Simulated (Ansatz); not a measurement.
# BeS: pressure up to the limit of the methods

The task here is to estimate one member of a computed series from the others.

The COD entry's cell or inner coordinates are ideal or old and differ from later refinements, so a difference from it is no clean test against experiment.

Program: Ansatz 0.2.0. Level of theory: DFT PBE, with the methods named in each step. These are calculated values, not measurements.

### The system as given

The structure is cubic, space group F-43m (No. 216). The conventional cell has a = 4.850 Å, b = 4.850 Å, c = 4.850 Å, α = 90.00°, β = 90.00°, γ = 90.00°. Be (site symmetry -43m) has 4 S at 2.10 Å as nearest neighbours. Around S (site symmetry -43m) lie 4 Be at 2.10 Å.

Structure file:

```
CELL_PARAMETERS angstrom
0.00000 2.42500 2.42500
2.42500 0.00000 2.42500
2.42500 2.42500 0.00000
ATOMIC_POSITIONS crystal
Be 0.00000 0.00000 0.00000
S 0.25000 0.25000 0.25000
```

Whether this phase is the stable one at these pressures isn't tested.

Atoms are numbered in the order of the input: Be1, S2.

Set-up of the first run:

Contents of input.yaml:

```yaml
crystal:
  lattice:
    - [0.0, 2.425, 2.425]
    - [2.425, 0.0, 2.425]
    - [2.425, 2.425, 0.0]
  atoms:
    - { symbol: Be, position: [0.0, 0.0, 0.0] }
    - { symbol: S, position: [0.25, 0.25, 0.25] }
kpoints:
  mp_grid: { grid: [10, 10, 10] }
  band_path:
    path:
      - [0.0, 0.0, 0.0]
      - [-0.5, -0.5, 0.0]
      - [-0.375, -0.375, 0.25]
      - [-0.375, 0.0, 0.375]
      - [0.0, 0.0, 0.0]
      - [0.0, 0.0, 0.5]
      - [-0.5, -0.25, 0.25]
      - [-0.5, -0.5, 0.0]
    npoints: 14
scf:
  occupations: { method: fermi_dirac, width: 0.03 }
hamiltonian:
  xc: pbe
  pseudopotentials: { kind: all_electron, lapw: { basis_error: 0.001 } }
output:
  forces: true
  stress: true
  eigenvalues: true
  populations: true
```

Command:

```bash
$ ansatz run input.yaml --threads 1 --pin off --max-ram 2048MiB --backend cpu --events-out ev --progress --plain --runs-dir out
```

Among the steps run: The reference volume, LAPW; Volume scaled by 1, crystal datasets; Volume scaled by 0.85, LAPW; Volume scaled by 0.8, LAPW; Volume scaled by 0.65, LAPW; Volume scaled by 0.65, norm-conserving.

One of the session's tables, all rows but one given; the rest of the session is left out.

```
          method  volume over the first  volume (Å³/atom)  pressure (GPa)  gap on the k mesh (eV)
            LAPW                      1            14.261            1.52                    3.11
            LAPW                   0.85            12.121           23.15                    2.68
            LAPW                    0.8            11.408           34.72                    2.49
            LAPW                   0.65             9.269           94.92                    1.70
             PAW                      1            14.261            1.54                    3.11
             PAW                   0.85                 ?               ?                       ?
             PAW                    0.8            11.408           34.81                    2.49
             PAW                   0.65             9.269           95.13                    1.69
crystal datasets                      1            14.261            1.52                    3.11
 norm-conserving                   0.65             9.269           95.21                    1.71
```

Q: Estimate the row for PAW, 0.85 from the others.

The run gave: volume (Å³/atom): 12.121; pressure (GPa): 23.22; gap on the k mesh (eV): 2.68.

Limits of these values: Rows by PAW come from runs of the same series that aren't printed here. A fit over so wide a range leans to the high pressures, so B₀ can be off by several per cent. These are semilocal Kohn-Sham gaps, which aren't the measured quantity. Warnings in the runs' records: stress scf threshold loose, crystal datasets made.
